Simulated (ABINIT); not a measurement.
# TiC (Fm-3m) in ABINIT: notebook, part 2 of 2

ABINIT 10.8.3 (patched build).

## (3) Relaxation of cell and atoms, PBE

The input, run.abi:

```
pp_dirpath "./"
pseudos "Ti.upf, C.upf"

acell 3*1.0 Angstrom
rprim
     0.0000000000     2.1657188437     2.1657188437
     2.1657188437     0.0000000000     2.1657188437
     2.1657188437     2.1657188437     0.0000000000
ntypat 2
znucl 22 6
natom 2
typat 1 2
chkprim 0
chksymtnons 0
tolsym 1.0e-6
xred
            0.0            0.0            0.0
            1/2            1/2            1/2

ecut 42.0
ecutsm 0.5

kptopt 1
ngkpt 8 8 8
nshiftk 1
shiftk 0.0 0.0 0.0

ixc 11

nband 12
occopt 3
tsmear 0.05 eV

nstep 80
tolvrs 1.0e-12

iomode 3
prteig 0
prtebands 0
prtwf 0
prtden 0

ionmov 2
optcell 2
ntime 50
tolmxf 2.0e-5
dilatmx 1.08
```

Potentials or basis: PseudoDojo NC SR PBE v0.4.1 standard.

Started as:

```console
abinit run.abi > log 2>&1
```

run.abo:

```text
.Version 10.8.3 of ABINIT
 Symmetries : space group Fm -3 m (#225); Bravais cF (face-center cubic)
================================================================================
 Values of the parameters that define the memory need of the present run
     intxc =       0    ionmov =       2      iscf =       7    lmnmax =       6
     lnmax =       6     mgfft =      40  mpssoang =       3    mqgrid =    3001
     natom =       2  nloc_mem =       1    nspden =       1   nspinor =       1
    nsppol =       1      nsym =      48    n1xccc =    2501    ntypat =       2
    occopt =       3   xclevel =       2
       mpw =        2269          nfft =       64000          nkpt =          29
================================================================================
================================================================================

--------------------------------------------------------------------------------
------------- Echo of variables that govern the present computation ------------
--------------------------------------------------------------------------------
 -outvars: echo values of preprocessed input variables --------
            acell      1.8897261259E+00  1.8897261259E+00  1.8897261259E+00 Bohr
              amu      4.78800000E+01  1.20110000E+01
          chkprim           0
      chksymtnons           0
          dilatmx      1.08000000E+00
             ecut      4.20000000E+01 Hartree
           ecutsm      5.00000000E-01 Hartree
           ionmov           2
              ixc          11
         kptrlatt        8    0    0      0    8    0      0    0    8
          kptrlen      4.63026585E+01
            natom           2
            nband          12
            ngfft          40      40      40
             nkpt          29
            nstep          80
             nsym          48
            ntime          50
           ntypat           2
           occopt           3
          optcell           2
           prtden           0
        prtebands           0
           prteig           0
            prtwf           0
            rprim      0.0000000000E+00  2.1657188437E+00  2.1657188437E+00
                       2.1657188437E+00  0.0000000000E+00  2.1657188437E+00
                       2.1657188437E+00  2.1657188437E+00  0.0000000000E+00
          spgroup         225
           tolmxf      2.00000000E-05
           tolsym      1.00000000E-06
           tolvrs      1.00000000E-12
           tsmear      1.83746611E-03 Hartree
            typat      1  2
           xangst      0.0000000000E+00  0.0000000000E+00  0.0000000000E+00
                       2.1657188437E+00  2.1657188437E+00  2.1657188437E+00
            xcart      0.0000000000E+00  0.0000000000E+00  0.0000000000E+00
                       4.0926154803E+00  4.0926154803E+00  4.0926154803E+00
             xred      0.0000000000E+00  0.0000000000E+00  0.0000000000E+00
                       5.0000000000E-01  5.0000000000E-01  5.0000000000E-01
            znucl       22.00000    6.00000

================================================================================

 chkinp: Checking input parameters for consistency.

================================================================================
== DATASET  1 ==================================================================

--- !DatasetInfo
iteration_state: {dtset: 1, }
dimensions: {natom: 2, nkpt: 29, mband: 12, nsppol: 1, nspinor: 1, nspden: 1, mpw: 2269, }
[... 226 lines left out ...]
 Stress tensor in cartesian coordinates (strten) [Ha/bohr^3]
 -2.90544536100251E-06  0.00000000000000E+00  0.00000000000000E+00
  0.00000000000000E+00 -2.90544536099557E-06  0.00000000000000E+00
  0.00000000000000E+00  0.00000000000000E+00 -2.90544536099557E-06
 Total energy (etotal) [Ha]= -6.54408638982916E+01

 Difference of energy with previous step (new-old):
           Absolute (Ha)=-1.21765E-06
           Relative     =-1.86068E-08

--- Iteration: ( 3/50) Internal Cycle: (1/1)
--------------------------------------------------------------------------------

---SELF-CONSISTENT-FIELD CONVERGENCE--------------------------------------------
[... 75 lines left out ...]
 Real space primitive translations (rprimd) [bohr]
  0.00000000000000E+00  4.09463487301038E+00  4.09463487301038E+00
  4.09463487301038E+00  0.00000000000000E+00  4.09463487301038E+00
  4.09463487301038E+00  4.09463487301038E+00  0.00000000000000E+00
 Unitary Cell Volume (ucvol) [Bohr^3]=  1.37301581083817E+02
 Angles (23,13,12)= [degrees]
  6.00000000000000E+01  6.00000000000000E+01  6.00000000000000E+01
 Lengths [Bohr]
  5.79068817037712E+00  5.79068817037712E+00  5.79068817037712E+00
 Stress tensor in cartesian coordinates (strten) [Ha/bohr^3]
 -8.47183006039143E-09  0.00000000000000E+00  0.00000000000000E+00
  0.00000000000000E+00 -8.47183004998309E-09  0.00000000000000E+00
  0.00000000000000E+00  0.00000000000000E+00 -8.47183004651364E-09
 Total energy (etotal) [Ha]= -6.54408639662482E+01

 Difference of energy with previous step (new-old):
           Absolute (Ha)=-6.79566E-08
           Relative     =-1.03844E-09

 At Broyd/MD step   3, gradients are converged :
  max grad (force/stress) = 8.4718E-07 < tolmxf= 2.0000E-05 ha/bohr (free atoms)

================================================================================

 ----iterations are completed or convergence reached----

 Mean square residual over all n,k,spin=   15.152E-08; max=  30.167E-06
 reduced coordinates (array xred) for    2 atoms
       0.000000000000      0.000000000000      0.000000000000
       0.500000000000      0.500000000000      0.500000000000
 rms dE/dt=  0.0000E+00; max dE/dt=  0.0000E+00; dE/dt below (all hartree)
    1       0.000000000000      0.000000000000      0.000000000000
    2       0.000000000000      0.000000000000      0.000000000000

 cartesian coordinates (angstrom) at end:
    1      0.00000000000000     0.00000000000000     0.00000000000000
    2      2.16678746029582     2.16678746029582     2.16678746029582

 cartesian forces (hartree/bohr) at end:
    1     -0.00000000000000    -0.00000000000000    -0.00000000000000
    2     -0.00000000000000    -0.00000000000000    -0.00000000000000
 frms,max,avg= 0.0000000E+00 0.0000000E+00   0.000E+00  0.000E+00  0.000E+00 h/b

 cartesian forces (eV/Angstrom) at end:
    1     -0.00000000000000    -0.00000000000000    -0.00000000000000
    2     -0.00000000000000    -0.00000000000000    -0.00000000000000
 frms,max,avg= 0.0000000E+00 0.0000000E+00   0.000E+00  0.000E+00  0.000E+00 e/A
 length scales=  5.790688170377  5.790688170377  5.790688170377 bohr
              =  3.064300213130  3.064300213130  3.064300213130 angstroms
 Fermi (or HOMO) energy (hartree) =   0.40045   Average Vxc (hartree)=  -0.47081
 Eigenvalues (hartree) for nkpt=  29  k points:
 kpt#   1, nband= 12, wtk=  0.00195, kpt=  0.0000  0.0000  0.0000 (reduced coord)
  -1.67672   -0.79628   -0.79628   -0.79628   -0.05342    0.42796    0.42796    0.42796
   0.46367    0.46367    0.46595    0.46600
      occupation numbers for kpt#   1
   2.00000    2.00000    2.00000    2.00000    2.00000    0.00000    0.00000    0.00000
   0.00000    0.00000    0.00000    0.00000
 prteigrs : prtvol=0 or 1, do not print more k-points.

--- !EnergyTerms
iteration_state     : {dtset: 1, itime: 3, icycle: 1, }
comment             : Components of total free energy in Hartree
kinetic             :  2.72884564468033E+01
hartree             :  1.14195515622602E+01
xc                  : -1.08807017230512E+01
Ewald energy        : -5.11762534877329E+01
psp_core            :  2.21351127104948E+00
local_psp           : -4.48424068002010E+01
non_local_psp       :  5.37074659463044E-01
internal            : -6.54407680714090E+01
'-kT*entropy'       : -9.58948391373182E-05
total_energy        : -6.54408639662482E+01
total_energy_eV     : -1.78073662565628E+03
band_energy         : -6.28911033339788E+00
...

 Cartesian components of stress tensor (hartree/bohr^3)
  sigma(1 1)= -8.47183006E-09  sigma(3 2)=  0.00000000E+00
  sigma(2 2)= -8.47183005E-09  sigma(3 1)=  0.00000000E+00
  sigma(3 3)= -8.47183005E-09  sigma(2 1)=  0.00000000E+00

-Cartesian components of stress tensor (GPa)         [Pressure=  2.4925E-04 GPa]
- sigma(1 1)= -2.49249846E-04  sigma(3 2)=  0.00000000E+00
- sigma(2 2)= -2.49249845E-04  sigma(3 1)=  0.00000000E+00
- sigma(3 3)= -2.49249845E-04  sigma(2 1)=  0.00000000E+00

== END DATASET(S) ==============================================================
================================================================================

 -outvars: echo values of variables after computation  --------
            acell      5.7906881704E+00  5.7906881704E+00  5.7906881704E+00 Bohr
           etotal     -6.5440863966E+01
            fcart     -0.0000000000E+00 -0.0000000000E+00 -0.0000000000E+00
                      -0.0000000000E+00 -0.0000000000E+00 -0.0000000000E+00
            rprim      0.0000000000E+00  7.0710678119E-01  7.0710678119E-01
                       7.0710678119E-01  0.0000000000E+00  7.0710678119E-01
                       7.0710678119E-01  7.0710678119E-01  0.0000000000E+00
           strten     -8.4718300604E-09 -8.4718300500E-09 -8.4718300465E-09
                       0.0000000000E+00  0.0000000000E+00  0.0000000000E+00
           xangst      0.0000000000E+00  0.0000000000E+00  0.0000000000E+00
                       2.1667874603E+00  2.1667874603E+00  2.1667874603E+00
             xred      0.0000000000E+00  0.0000000000E+00  0.0000000000E+00
                       5.0000000000E-01  5.0000000000E-01  5.0000000000E-01
 Calculation completed.
```

Wall time 83 s (1 thread of Arm Neoverse V1, shared host); peak memory 0.08 GiB.

What came out:

```yaml
Free_energy: -1780.7366 eV
Relaxed_volume: 10.17 Å³/atom
Relaxed_cell: a = 3.064 Å, b = 3.064 Å, c = 3.064 Å, α = 60.00°, β = 60.00°, γ = 60.00°
Space_group_after_relaxing_to_0.05_Å: Fm-3m (No. 225)
Energy_gained_by_relaxing: 0.0 meV/atom
Ionic_steps: 3
Pressure_after_relaxing: 0.0 GPa
Band_gap_on_the_k_mesh: none (metal or under the smearing width)
```

Final structure:
```
Ti C
1.0
     0.00000    2.16679    2.16679
     2.16679    0.00000    2.16679
     2.16679    2.16679    0.00000
Ti C
1 1
Direct
  0.00000 0.00000 0.00000
  0.50000 0.50000 0.50000
```

## (4) Single point, PBE (cell relaxed)

The input, run.abi:

```
# Pseudopotentials
pp_dirpath "./"
pseudos "Ti.upf, C.upf"

# Structure
acell 5.7906881657 5.7906881657 5.7906881657
rprim
     0.0000000000     0.7071067812     0.7071067812
     0.7071067812     0.0000000000     0.7071067812
     0.7071067812     0.7071067812     0.0000000000
ntypat 2
znucl 22 6
natom 2
typat 1 2
xcart
     0.0000000000     0.0000000000     0.0000000000
     4.0946348697     4.0946348697     4.0946348697
chkprim 0
chksymtnons 0
tolsym 1.0e-6

# Plane-wave basis
ecut 42.0

# k points
kptopt 1
ngkpt 8 8 8
nshiftk 1
shiftk 0.0 0.0 0.0

# Exchange and correlation
ixc 11

# Bands and occupations
nband 12
occopt 3
tsmear 0.05 eV

# SCF cycle
nstep 100
tolvrs 1.0e-10

# Output
iomode 3
prtwf 0
prtden 0
prteig 0
prtebands 0
```

Started as:

```console
abinit run.abi > log 2>&1
```

Run time: 26 s. Hardware: 1 thread of Arm Neoverse V1, shared host; peak memory 0.07 GiB.

It converged, with:

| Property | Result |
| --- | --- |
| Free energy | -1780.7367 eV |
| Pressure | -0.1 GPa |
| Band gap on the k mesh | none (metal or under the smearing width) |
| Valence electrons inside the program's atomic spheres | Ti 9.54; C 3.91 |

Levels at points of the mesh, in eV from the Fermi level:
```
           k point  band 5  band 6  band 7  band 8  band 9  band 10  band 11  band 12
(0.00, 0.00, 0.00)  -12.35    0.75    0.75    0.75    1.72     1.72     1.78     1.78
(0.50, 0.00, 0.00)   -8.87   -5.79   -2.85   -2.85    2.97     2.97     4.15     8.26
(0.50, 0.50, 0.00)  -10.07   -3.39   -1.56    0.01    0.01     2.78     3.57     3.57
```

## (5) Relaxation of cell and atoms, LDA

The input, run.abi:

```
pp_dirpath "./"
pseudos "Ti.upf, C.upf"

acell 3*1.0 Angstrom
rprim
     0.0000000000     2.1657188437     2.1657188437
     2.1657188437     0.0000000000     2.1657188437
     2.1657188437     2.1657188437     0.0000000000
ntypat 2
znucl 22 6
natom 2
typat 1 2
chkprim 0
chksymtnons 0
tolsym 1.0e-6
xred
            0.0            0.0            0.0
            1/2            1/2            1/2

ecut 42.0
ecutsm 0.5

kptopt 1
ngkpt 8 8 8
nshiftk 1
shiftk 0.0 0.0 0.0

ixc 7

nband 12
occopt 3
tsmear 0.00183747

nstep 80
tolvrs 1.0e-12

iomode 3
prteig 0
prtebands 0
prtwf 0
prtden 0

ionmov 2
optcell 2
ntime 50
tolmxf 2.0e-5
dilatmx 1.08
```

Potentials or basis: PseudoDojo NC SR LDA v0.4.1 standard.

Started as:

```console
abinit run.abi > log 2>&1
```

It took 97 s on 1 thread of Arm Neoverse V2, shared host; peak memory 0.08 GiB.

Results (log left out):

```
Free energy                            : -1780.9408 eV
Relaxed volume                         : 9.68 Å³/atom
Relaxed cell                           : a = 3.014 Å, b = 3.014 Å, c = 3.014 Å, α = 60.00°, β = 60.00°, γ = 60.00°
Space group after relaxing (to 0.05 Å) : Fm-3m (No. 225)
Energy gained by relaxing              : 18.9 meV/atom
Ionic steps                            : 4
Pressure after relaxing                : 0.0 GPa
Band gap on the k mesh                 : none (metal or under the smearing width)
```

The path:
```csv
step,energy change (eV),largest force (eV/Å),pressure (GPa),volume (Å³)
1,0.0000,0.0000,-12.25,20.32
2,-0.0360,0.0000,-2.79,19.56
3,-0.0377,0.0000,0.16,19.36
4,-0.0377,0.0000,0.00,19.37
```

Final structure:
```
CELL_PARAMETERS angstrom
0.00000 2.13150 2.13150
2.13150 0.00000 2.13150
2.13150 2.13150 0.00000
ATOMIC_POSITIONS crystal
Ti 0.00000 0.00000 0.00000
C 0.50000 0.50000 0.50000
```

## (6) The runs side by side

| task | level | potentials or basis | cell | cutoff (eV) | cell freedom (optcell) | optimiser (ionmov) | cutoff smearing ecutsm (Ha) | force stop (Ha/bohr) | gap on the mesh (eV) | pressure (GPa) | relaxed volume (Å³/atom) |
| --- | --- | --- | --- | --- | --- | --- | --- | --- | --- | --- | --- |
| single point | PBE | SPMS NC PBE v1.0 | as given | 816 | - | - | - | - | none | - | - |
| relaxation of cell and atoms | PBE | PseudoDojo NC SR PBE v0.4.1 standard | relaxed | 1143 | 2 | 2 | 0.5 | 2e-05 | none | 0.0 | 10.17 |
| single point | PBE | PseudoDojo NC SR PBE v0.4.1 standard | cell relaxed | 1143 | - | - | - | - | none | -0.1 | - |
| relaxation of cell and atoms | LDA | PseudoDojo NC SR LDA v0.4.1 standard | relaxed | 1143 | 2 | 2 | 0.5 | 2e-05 | none | 0.0 | 9.68 |

Alike in all rows: no spin polarisation; k mesh 8 × 8 × 8; smearing fermi-dirac 0.05 eV.

Absolute energies hang on the potentials; compare differences alone.
